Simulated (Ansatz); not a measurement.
# KI: short molecular dynamics

The task here is to estimate one member of a computed series from the others.

Method: DFT PBEsol, scalar-relativistic, plane waves, PAW, in Ansatz 0.2.0.

## The starting structure

It takes space group Pnma (No. 62, orthorhombic). Conventional cell: a = 6.420 Å, b = 5.290 Å, c = 9.300 Å, α = 90.00°, β = 90.00°, γ = 90.00°. K (site symmetry m) is surrounded by 3 I at 2.95 to 3.39 Å and 2 K at 3.36 Å. I (site symmetry m) is surrounded by 3 K at 2.95 to 3.39 Å.

As a file:

```cif
data_structure
_symmetry_space_group_name_H-M 'P 1'
_symmetry_Int_Tables_number 1
_cell_length_a 8.3187
_cell_length_b 8.3187
_cell_length_c 9.3000
_cell_angle_alpha 90.000
_cell_angle_beta 90.000
_cell_angle_gamma 101.024
_cell_volume 631.69
loop_
_atom_site_label
_atom_site_type_symbol
_atom_site_fract_x
_atom_site_fract_y
_atom_site_fract_z
_atom_site_occupancy
K1 K 0.39250 0.35750 0.80300 1
K2 K 0.89250 0.85750 0.80300 1
K3 K 0.64250 0.10750 0.69700 1
K4 K 0.14250 0.60750 0.69700 1
K5 K 0.35750 0.89250 0.30300 1
K6 K 0.85750 0.39250 0.30300 1
K7 K 0.60750 0.64250 0.19700 1
K8 K 0.10750 0.14250 0.19700 1
I1 I 0.50000 0.25000 0.08300 1
I2 I 0.00000 0.75000 0.08300 1
I3 I 0.75000 0.00000 0.41700 1
I4 I 0.25000 0.50000 0.41700 1
I5 I 0.25000 0.00000 0.58300 1
I6 I 0.75000 0.50000 0.58300 1
I7 I 0.50000 0.75000 0.91700 1
I8 I 0.00000 0.25000 0.91700 1
```

No relaxation comes first: the listed cell is the starting point.

The first run:

input.yaml

```yaml
crystal:
  lattice:
    - [6.42, -5.29, 0.0]
    - [-6.42, -5.29, 0.0]
    - [0.0, 0.0, -9.3]
  atoms:
    - { symbol: K, position: [0.3925, 0.3575, 0.803] }
    - { symbol: K, position: [0.8925, 0.8575, 0.803] }
    - { symbol: K, position: [0.6425, 0.1075, 0.697] }
    - { symbol: K, position: [0.1425, 0.6075, 0.697] }
    - { symbol: K, position: [0.3575, 0.8925, 0.303] }
    - { symbol: K, position: [0.8575, 0.3925, 0.303] }
    - { symbol: K, position: [0.6075, 0.6425, 0.197] }
    - { symbol: K, position: [0.1075, 0.1425, 0.197] }
    - { symbol: I, position: [0.5, 0.25, 0.083] }
    - { symbol: I, position: [0.0, 0.75, 0.083] }
    - { symbol: I, position: [0.75, 0.0, 0.417] }
    - { symbol: I, position: [0.25, 0.5, 0.417] }
    - { symbol: I, position: [0.25, 0.0, 0.583] }
    - { symbol: I, position: [0.75, 0.5, 0.583] }
    - { symbol: I, position: [0.5, 0.75, 0.917] }
    - { symbol: I, position: [0.0, 0.25, 0.917] }
  symmetry: { detect: false }
basis:
  ecutwfc: 420
kpoints:
  mp_grid: { grid: [1, 1, 1], shift: [0.0, 0.0, 0.0] }
hamiltonian:
  xc: pbesol
scf:
  occupations: { method: gaussian, width: 0.1 }
output:
  forces: true
  stress: true
  eigenvalues: true
```

Run with:

```
> ansatz run input.yaml --threads 4 --pin off --max-ram 5120MiB --backend cpu --events-out ev --progress --plain --runs-dir out
```

Steps of the session up to this table: Reference: the perfect supercell; A trajectory at 800 K; More of the same log: dynamics (npt_langevin) at 800 K, volume x 1.02.

One of the session's tables, all rows but one given; the rest of the session is left out.

Pair distribution functions g(r) over the second half, up to half the cell's height:

```
r (Å)  I-K  K-K
 2.85  0.0  0.0
 2.95  0.2  0.0
 3.05  0.8  0.1
 3.15  2.5  0.5
 3.25  3.4  1.4
 3.35  4.5  1.1
 3.45  4.6  1.4
 3.55  3.5  1.4
 3.65  2.4  1.5
 3.75  2.5  1.5
 3.85  2.0  1.3
 3.95    ?    ?
 4.05  1.3  0.3
```

Estimate the missing values for r (Å) = 3.95.

Worked estimate for «I-K». A straight line through the neighbours (3.85, 2.0) and (4.05, 1.3) gives 2.0 + (1.3 − 2.0) × (3.95 − 3.85) / (4.05 − 3.85) = 1.6; a parabola fitted to 3 rows on both sides gives 1.6.

The run gave: I-K: 1.5; K-K: 0.5. In «I-K» the line misses by +0.1 and the parabola by +0.1.

Caveats from the session: Warnings in the runs' records: stress scf threshold loose, symmetry auto disabled.
